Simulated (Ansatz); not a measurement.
A trial structure of Ag was built thus: random cell by space group and Wyckoff sites (Im-3m, No. 229). Lengths were set from tabulated atomic sizes, so they are only a guess.

```
Ag
1.0
    -2.86447    2.86447    2.86447
     2.86447   -2.86447    2.86447
     2.86447    2.86447   -2.86447
Ag
3
Direct
  0.00000 0.50000 0.50000
  0.50000 0.00000 0.50000
  0.50000 0.50000 0.00000
```

These are results of DFT PBE, scalar-relativistic, plane waves, PAW (Ansatz), not measurements. Cutoff 420 eV, Gaussian smearing, Γ-centred meshes. Cell and atoms relax first on a coarse mesh and then on a finer one. In between, the cell is made exact in the group found at 0.06 Å. In metals the finer mesh still leaves noise of several meV/atom or more. The steps can't lower the symmetry of their start. No spin polarisation.

A guess keeps its type if space group and coordination stay and the shape of the cell changes little (axis ratios within about 15 %, angles within 6°); the volume may change.

Q: Will the relaxed cell still be of the starting type?

A: It keeps its type: symmetry leaves only the cell edge free. The symmetry stays Im-3m (No. 229). The volume per atom shrinks by 19.2 %, from 31.3 to 25.3 Å³. The shortest distance goes from 2.86 Å (Ag–Ag) to 2.67 Å (Ag–Ag). Counting neighbours within 15 % of an atom's shortest distance, the start has Ag 4 and the end Ag 4.

Energies count from the standard state of Ag at the same level.

Q: At what energy does it end?

A: +0.58 eV/atom. It lies above the standard state, so it could only be metastable.

The last run used a 12×12×12 mesh for its 3-atom cell and Gaussian smearing of 0.10 eV. A structure relaxed within its symmetry needn't be a true minimum.
